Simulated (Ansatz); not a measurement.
HfO2:

```xyz
12
Lattice="5.2195 0.0000 0.0000 0.0000 5.0048 0.0000 0.0000 0.0000 5.0327" Properties=species:S:1:pos:R:3 pbc="T T T"
Hf    5.0472    3.6661    3.7314
Hf    2.7820    3.6661    1.2151
Hf    2.4375    1.3387    3.7314
Hf    0.1723    1.3387    1.2151
O     3.2994    4.6477    4.4251
O     4.5298    4.6477    1.9087
O     1.2211    2.7020    2.4776
O     1.3886    2.7020    4.9939
O     3.9984    2.3028    4.9939
O     3.8308    2.3028    2.4776
O     0.6896    0.3571    4.4251
O     1.9201    0.3571    1.9087
```

Measurements of this composition are mostly on another form, of space group No. 14.

```yaml
Program: Ansatz 0.2.0
Task: relaxation of cell and atoms
Functional: RPBE
Dispersion: D4
Potentials_or_basis: Ansatz PAW
Cutoff: "420 eV (not typed: the program's choice for these potentials)"
k_mesh: 5 × 6 × 5
Occupations: fermi-dirac, width 0.05 eV
Spin: no spin polarisation
```

At the start: volume 10.96 Å³/atom.

Question: How do energy, volume and symmetry change on relaxing?

Answer: It ends after 7 steps and the volume is 11.26 Å³/atom (+2.8 %); space group Pca2_1 (No. 29, to 0.05 Å).

Step by step:
```
step  energy change (eV)  largest force (eV/Å)  volume (Å³)
   1              0.0000                0.1226       131.46
   2             -0.0557                0.0265       135.59
   3             -0.0604                0.0257       135.02
   4             -0.0607                0.0105       135.00
   5             -0.0794                0.0112       135.00
   6             -0.0789                0.0022       135.15
   7             -0.0796                0.0022       135.15
```

Final structure:
```yaml
crystal:
  lattice:
    - [5.27085, 0.00000, 0.00000]
    - [0.00000, 5.04966, 0.00000]
    - [0.00000, 0.00000, 5.07776]
  atoms:
    - { symbol: Hf, position: [0.96736, 0.73305, 0.74209] }
    - { symbol: Hf, position: [0.53264, 0.73305, 0.24209] }
    - { symbol: Hf, position: [0.46736, 0.26695, 0.74209] }
    - { symbol: Hf, position: [0.03264, 0.26695, 0.24209] }
    - { symbol: O, position: [0.63147, 0.92849, 0.87910] }
    - { symbol: O, position: [0.86853, 0.92849, 0.37910] }
    - { symbol: O, position: [0.23233, 0.54006, 0.49181] }
    - { symbol: O, position: [0.26767, 0.54006, 0.99181] }
    - { symbol: O, position: [0.76767, 0.45994, 0.99181] }
    - { symbol: O, position: [0.73233, 0.45994, 0.49181] }
    - { symbol: O, position: [0.13147, 0.07151, 0.87910] }
    - { symbol: O, position: [0.36853, 0.07151, 0.37910] }
```

Caveat: the plane-wave basis is chosen anew once the cell has moved, so the energies of steps on either side of that aren't comparable; the pressure holds a Pulay correction of +0.7 GPa for the finite cutoff; the PAW data sets come from PBE, with cores solved anew for the run's functional, which leaves a small shift of forces and pressure.
